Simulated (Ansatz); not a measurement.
# Mo (Im-3m) in Ansatz: a series of runs

The runs below take Mo through single point, equation of state, with LDA.

Program: Ansatz 0.2.0. These are calculated values, not measurements. Logs are shortened: lines on timing, memory, paths and dates and some standing lists are left out, and cuts for length are marked.

## (1) The structure

The structure is cubic, space group Im-3m (No. 229). The conventional cell has a = 3.168 Å, b = 3.168 Å, c = 3.168 Å, α = 90.00°, β = 90.00°, γ = 90.00°. Mo (site symmetry m-3m) is surrounded by 8 Mo at 2.74 Å.

## (2) Single point, LDA, 14.94 Å³/atom (volume scaled by 0.94)

Input file input.yaml:

```yaml
crystal:
  lattice:
    - [-1.5514772677, 1.5514772677, 1.5514772677]
    - [1.5514772677, -1.5514772677, 1.5514772677]
    - [1.5514772677, 1.5514772677, -1.5514772677]
  atoms:
    - { symbol: Mo, position: [0.0, 0.0, 0.0] }
kpoints:
  mp_grid: { grid: [12, 12, 12] }
scf:
  occupations: { method: fermi_dirac, width: 0.05 }
hamiltonian:
  xc: lda
  pseudopotentials: { kind: all_electron, lapw: { basis_error: 0.001 } }
output:
  forces: true
  stress: true
  eigenvalues: true
```

Potentials or basis: all-electron LAPW, scalar-relativistic.

On the command line:

```console
> ansatz run input.yaml --threads 1 --pin off --max-ram 3072MiB --backend cpu --events-out ev --progress --plain --runs-dir out
```

Standard output:

```text
Warning: RAYON_NUM_THREADS=1 ignored (pool sized by the plan → 1); use --threads N
LAPW: plane waves up to 8.244 Å⁻¹, error target 1.0e-3 eV per atom; small_component_spin mean_spin; Mo in spheres of 1.344 Å, 30 of its electrons in bands, Dirac shells [] (how accurate: hamiltonian.pseudopotentials.lapw.basis_error, Limitations)
Engine: ansatz 0.2.0, aarch64-unknown-linux-gnu
Pseudopotentials: kind: all_electron
Pseudopotential: Mo, LAPW, valence charge 30, lapw/all_electron/scalar/gaussian/Mo, Koelling and Harmon's equation, gaussian nucleus
Functional definition: SPW92
  exchange = slater_x
  correlation = pw_c
Crystal: 1 atoms, lattice volume = 14.938 Å³
Basis set: ecut = 258.94543579803184 eV, 141 PW (Γ), exchange–correlation at level 2
Bands: 19, of which v1, the nominal top of the filled ones, is band 15 counted from 1 (14 counted from 0)
Symmetry: 48 space group operations
Space group: Im-3m (ITA 229), of the structure as read, at distance tolerance 2.5e-5 Å
k-points: 72 of 1728
Non-local potential: Mo, projectors of the file, none
Initial density: superposition of atomic densities (chi_scale 0.1, normalization cell)
Initial wavefunctions: plane waves of lowest kinetic energy (no species holds an atomic orbital)
Functional: x = slater, c = lda
iter 1 solved again at ethr=8.22e-4 eV; its pass at ethr=1.00e-1 eV (dr2=2.47e-1 eV) is discarded
SCF iter   1: F=—  HF=-110065.462801 eV  |F-HF|=—  |Δ(HF+E_count)|=         —  Δρ=5.44e-2  dr2=2.48e-1  ethr=8.22e-4  ⟨swp⟩=2.5  Hψ=8443  notcnv=0
preconditioner: auto → none  [insulator: Δε(μ)=0.129 eV  Ē_g=9.025 eV  σ=0.050 eV  W_gap=0.54  n_scr=12 (ndim 8)  ℏωp=23.5 eV  f_vac=0.000  D(μ)=0.30/eV (n_scr^D=0)  ε∞_Penn≈7.8]
iter 2 solved again at ethr=3.77e-5 eV; its pass at ethr=8.22e-4 eV (dr2=1.13e-2 eV) is discarded
SCF iter   2: F=—  HF=-110064.856581 eV  |F-HF|=—  |Δ(HF+E_count)|=   6.06e-1  Δρ=1.30e-2  dr2=1.13e-2  ethr=3.77e-5  ⟨swp⟩=2.0  Hψ=7046  notcnv=0
SCF iter   3: F=—  HF=-110064.839147 eV  |F-HF|=—  |Δ(HF+E_count)|=         —  Δρ=5.06e-3  dr2=1.65e-3  ethr=3.77e-5  ⟨swp⟩=2.0  Hψ=3972  notcnv=0
the basis was enlarged: its passes take 548.7 KiB over the memory plan, 1 of 1 planned eigensolver slots
SCF iter   4: F=—  HF=-110064.837505 eV  |F-HF|=—  |Δ(HF+E_count)|=   1.64e-3  Δρ=5.03e-4  dr2=1.41e-5  ethr=5.51e-6  ⟨swp⟩=2.0  Hψ=3971  notcnv=0
SCF iter   5: F=—  HF=-110064.837495 eV  |F-HF|=—  |Δ(HF+E_count)|=   9.78e-6  Δρ=3.73e-5  dr2=7.66e-8  ethr=4.69e-8  ⟨swp⟩=2.0  Hψ=3971  notcnv=0
SCF iter   6: F=-110064.837495 eV  HF=-110064.837495 eV  |F-HF|=1.38e-9  |Δ(HF+E_count)|=   4.16e-8  Δρ=7.19e-7  dr2=4.13e-11  ethr=2.55e-10  ⟨swp⟩=2.2  Hψ=3988  notcnv=0
SCF 1 converged in 6 iterations: F = -110064.837495 eV  dr2 = 4.13e-11
SCF converged after 6 iterations
Free energy (F): -110064.837495 eV
Harris-Foulkes:  -110064.837495 eV  (|F-HF|=1.38e-9)
Internal energy: -110064.835471 eV  (E = F + TS)
E sigma→0 (E₀):  -110064.836483 eV
Entropy (-TS):   -0.002024 eV (-2.024 meV/atom)
Fermi energy:    24.354307 eV
--- Per-component energies (eV) ---
  E_band       = -4046.347896
  E_kinetic    = 114028.475175
  E_xc         = -3257.341502
  E_electrostatic = -220835.969144  (all electrons and nuclei)
  E_smearing   = -0.002024  (= −TS)
  E_closure    = 0.000000  (closes the sum)
  E_atoms      = -110052.640327  (free atoms, spherical and without spin; not in F)
  Σ components = -110064.837495   (vs F -110064.837495, Δ=0.00e0)
  Basis errors (estimates in eV, not in F): energy 2.4e-4 per atom: plane waves 2.1e-4 (1.1e-4 summed), levels above the bands 9.8e-85, relativity 6.4e-9, radial functions 3.2e-5, core shells 2.7e-7; eigenvalues (radial functions only) 2.3e-6; not estimated: angular momenta, meshes, grids; target (lapw.basis_error) 1.0e-3; muffin-tin radii Mo 1.344 Å
--- Forces (eV/Å), atoms counted from 1 ---
  atom   1  Mo     0.00000000     0.00000000     0.00000000
  max |Σ_I F_I| component: 1.02e-30 eV/Å
--- Stress (GPa, compression-positive) ---
        2.505594      -0.000000       0.000000
       -0.000000       2.505594      -0.000000
        0.000000      -0.000000       2.505594
  P = ⅓ Tr σ = 2.5056 GPa (25.056 kbar)
--- Band table (eV; the first three rows and the last of 72) ---
  k-point 0: bands = ["-350.7672", "-350.7672", "-350.7672", "-193.3477", "-193.3477", "-193.3158", "-193.3158", "-193.3158", "-36.7359", "-9.9286", "-9.9286", "-9.9286", "17.0231", "22.9515", "22.9515", "22.9515", "26.1229", "26.1229", "39.1803"]
  k-point 1: bands = ["-350.7672", "-350.7672", "-350.7672", "-193.3477", "-193.3477", "-193.3158", "-193.3158", "-193.3158", "-36.7150", "-10.0460", "-9.9644", "-9.9296", "17.3436", "22.7684", "22.9171", "23.2583", "25.8637", "26.1278", "39.4194"]
  k-point 2: bands = ["-350.7672", "-350.7672", "-350.7672", "-193.3477", "-193.3477", "-193.3158", "-193.3158", "-193.3158", "-36.6574", "-10.3600", "-10.0614", "-9.9324", "18.1780", "22.3051", "22.7622", "24.1499", "25.5107", "26.1688", "39.7932"]
  k-point 71: bands = ["-350.7672", "-350.7672", "-350.7672", "-193.3477", "-193.3477", "-193.3157", "-193.3157", "-193.3157", "-36.1923", "-11.0435", "-11.0435", "-11.0435", "18.5984", "18.5984", "28.6869", "28.6869", "28.6869", "33.8004", "33.8004"]
```

Wall time 8.5 s (1 thread of Arm Neoverse N1, shared host); peak memory 0.25 GiB.

Results:

* Free energy: -110064.8375 eV
* Pressure: 2.5 GPa
* Band gap on the k mesh: none (metal or under the smearing width)

## (3) Single point, LDA, 15.26 Å³/atom (volume scaled by 0.96)

Changes to input.yaml since step 2:

```diff
@@ -2,5 +2,5 @@
   lattice:
-    - [-1.5514772677, 1.5514772677, 1.5514772677]
-    - [1.5514772677, -1.5514772677, 1.5514772677]
-    - [1.5514772677, 1.5514772677, -1.5514772677]
+    - [-1.562403524, 1.562403524, 1.562403524]
+    - [1.562403524, -1.562403524, 1.562403524]
+    - [1.562403524, 1.562403524, -1.562403524]
   atoms:
```

Potentials or basis: all-electron LAPW, scalar-relativistic.

On the command line:

```console
> ansatz run input.yaml --threads 1 --pin off --max-ram 3072MiB --backend cpu --events-out ev --progress --plain --runs-dir out
```

Wall time 9 s (1 thread of Arm Neoverse N1, shared host); peak memory 0.25 GiB.

It converged, with:

```yaml
Free_energy: -110064.8362 eV
Pressure: -3.7 GPa
Band_gap_on_the_k_mesh: none (metal or under the smearing width)
```

## (4) Single point, LDA, 15.57 Å³/atom (volume scaled by 0.98)

Changes to input.yaml since step 3:

```diff
@@ -2,5 +2,5 @@
   lattice:
-    - [-1.562403524, 1.562403524, 1.562403524]
-    - [1.562403524, -1.562403524, 1.562403524]
-    - [1.562403524, 1.562403524, -1.562403524]
+    - [-1.5731790612, 1.5731790612, 1.5731790612]
+    - [1.5731790612, -1.5731790612, 1.5731790612]
+    - [1.5731790612, 1.5731790612, -1.5731790612]
   atoms:
```

On the command line:

```console
> ansatz run input.yaml --threads 1 --pin off --max-ram 3072MiB --backend cpu --events-out ev --progress --plain --runs-dir out
```

Wall time 9.2 s (1 thread of Arm Neoverse N1, shared host); peak memory 0.25 GiB.

It converged, with:

```
Free energy            : -110064.8234 eV
Pressure               : -9.2 GPa
Band gap on the k mesh : none (metal or under the smearing width)
```

## (5) Single point, LDA, 15.89 Å³/atom

Changes to input.yaml since step 4:

```diff
@@ -2,5 +2,5 @@
   lattice:
-    - [-1.5731790612, 1.5731790612, 1.5731790612]
-    - [1.5731790612, -1.5731790612, 1.5731790612]
-    - [1.5731790612, 1.5731790612, -1.5731790612]
+    - [-1.5838089719, 1.5838089719, 1.5838089719]
+    - [1.5838089719, -1.5838089719, 1.5838089719]
+    - [1.5838089719, 1.5838089719, -1.5838089719]
   atoms:
```

On the command line:

```console
> ansatz run input.yaml --threads 1 --pin off --max-ram 3072MiB --backend cpu --events-out ev --progress --plain --runs-dir out
```

Run time: 9.1 s. Hardware: 1 thread of Arm Neoverse N1, shared host; peak memory 0.25 GiB.

Results (log left out):

```yaml
Free_energy: -110064.8001 eV
Pressure: -14.1 GPa
Band_gap_on_the_k_mesh: none (metal or under the smearing width)
```

## (6) Single point, LDA, 16.21 Å³/atom (volume scaled by 1.02)

Changes to input.yaml since step 5:

```diff
@@ -2,5 +2,5 @@
   lattice:
-    - [-1.5838089719, 1.5838089719, 1.5838089719]
-    - [1.5838089719, -1.5838089719, 1.5838089719]
-    - [1.5838089719, 1.5838089719, -1.5838089719]
+    - [-1.5942980787, 1.5942980787, 1.5942980787]
+    - [1.5942980787, -1.5942980787, 1.5942980787]
+    - [1.5942980787, 1.5942980787, -1.5942980787]
   atoms:
```

Potentials or basis: all-electron LAPW, scalar-relativistic.

On the command line:

```console
> ansatz run input.yaml --threads 1 --pin off --max-ram 3072MiB --backend cpu --events-out ev --progress --plain --runs-dir out
```

It took 9.1 s on 1 thread of Arm Neoverse N1, shared host; peak memory 0.25 GiB.

The run converged. Its results:

```yaml
Free_energy: -110064.7676 eV
Pressure: -18.6 GPa
Band_gap_on_the_k_mesh: none (metal or under the smearing width)
```

## (7) Single point, LDA, 16.53 Å³/atom (volume scaled by 1.04)

Changes to input.yaml since step 6:

```diff
@@ -2,5 +2,5 @@
   lattice:
-    - [-1.5942980787, 1.5942980787, 1.5942980787]
-    - [1.5942980787, -1.5942980787, 1.5942980787]
-    - [1.5942980787, 1.5942980787, -1.5942980787]
+    - [-1.6046509537, 1.6046509537, 1.6046509537]
+    - [1.6046509537, -1.6046509537, 1.6046509537]
+    - [1.6046509537, 1.6046509537, -1.6046509537]
   atoms:
```

On the command line:

```console
> ansatz run input.yaml --threads 1 --pin off --max-ram 3072MiB --backend cpu --events-out ev --progress --plain --runs-dir out
```

Run time: 9.2 s. Hardware: 1 thread of Arm Neoverse N1, shared host; peak memory 0.25 GiB.

The run converged. Its results:

```yaml
Free_energy: -110064.7268 eV
Pressure: -22.5 GPa
Band_gap_on_the_k_mesh: none (metal or under the smearing width)
```

## (8) Single point, LDA, 16.85 Å³/atom (volume scaled by 1.06)

Changes to input.yaml since step 7:

```diff
@@ -2,5 +2,5 @@
   lattice:
-    - [-1.6046509537, 1.6046509537, 1.6046509537]
-    - [1.6046509537, -1.6046509537, 1.6046509537]
-    - [1.6046509537, 1.6046509537, -1.6046509537]
+    - [-1.614871936, 1.614871936, 1.614871936]
+    - [1.614871936, -1.614871936, 1.614871936]
+    - [1.614871936, 1.614871936, -1.614871936]
   atoms:
```

On the command line:

```console
> ansatz run input.yaml --threads 1 --pin off --max-ram 3072MiB --backend cpu --events-out ev --progress --plain --runs-dir out
```

Wall time 9.1 s (1 thread of Arm Neoverse N1, shared host); peak memory 0.25 GiB.

Results (log left out):

* Free energy: -110064.6786 eV
* Pressure: -26.0 GPa
* Band gap on the k mesh: none (metal or under the smearing width)

## (9) Equation of state, LDA

Potentials or basis: all-electron LAPW, scalar-relativistic.

This step only gathers the single runs of the series.

What came out:

| Item | Value |
| --- | --- |
| Equilibrium volume | 15.06 Å³/atom |
| Bulk modulus | 296 GPa |
| Pressure derivative of the bulk modulus | 4.3 |

Energy against volume, from the lowest point:
```tsv
volume (Å³/atom)	energy (meV/atom)
14.938	0.00
15.256	1.27
15.574	14.13
15.892	37.37
16.209	69.88
16.527	110.67
16.845	158.86
```
